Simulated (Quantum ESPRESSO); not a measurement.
SnO2 (Cassiterite) in Quantum ESPRESSO: convergence with density cutoff

The system is SnO2 (Cassiterite).

```
Sn O
1.0
     4.73800    0.00000    0.00000
     0.00000    4.73800    0.00000
     0.00000    0.00000    3.18650
Sn O
2 4
Cartesian
  2.3690 2.3690 1.5933
  0.0000 0.0000 0.0000
  3.8240 0.9140 1.5933
  3.2830 3.2830 0.0000
  0.9140 3.8240 1.5933
  1.4550 1.4550 0.0000
```

```yaml
Program: Quantum ESPRESSO 7.5
Task: single point
Functional: LDA
Potentials_or_basis: JTH 2.0 LDA
Cutoff: 490 eV
Density_cutoff: 1959 eV
k_mesh: 6 × 6 × 8
Occupations: methfessel-paxton, width 0.05 eV
Spin: no spin polarisation
```

These are the settings of the first run; the series varies density cutoff, with any setting tied to it.

Hardware: 1 thread of Arm Neoverse V1, on a shared host.

| density cutoff | energy less the tightest run, at zero smearing (meV/atom) | SCF cycles | CPU time (s) | peak memory (GiB) |
| --- | --- | --- | --- | --- |
| 144 Ry | -0.48 | 9 | 53 | 0.13 |
| 180 Ry | -0.20 | 9 | 53 | 0.15 |
| 216 Ry | -0.07 | 9 | 54 | 0.18 |
| 252 Ry | -0.02 | 9 | 55 | 0.2 |
| 288 Ry | -0.02 | 9 | 55 | 0.23 |
| 360 Ry | -0.01 | 9 | 57 | 0.29 |
| 432 Ry | 0.00 | 9 | 60 | 0.33 |
| 576 Ry | 0.00 | 9 | 63 | 0.47 |

Against the tightest run, the energy stays within 1 meV/atom from 144 Ry on. The tightest run that finished is the yardstick and may itself not be fully converged.

Caveat, for the tightest run too: this smearing can shift energies of a crystal with a gap.
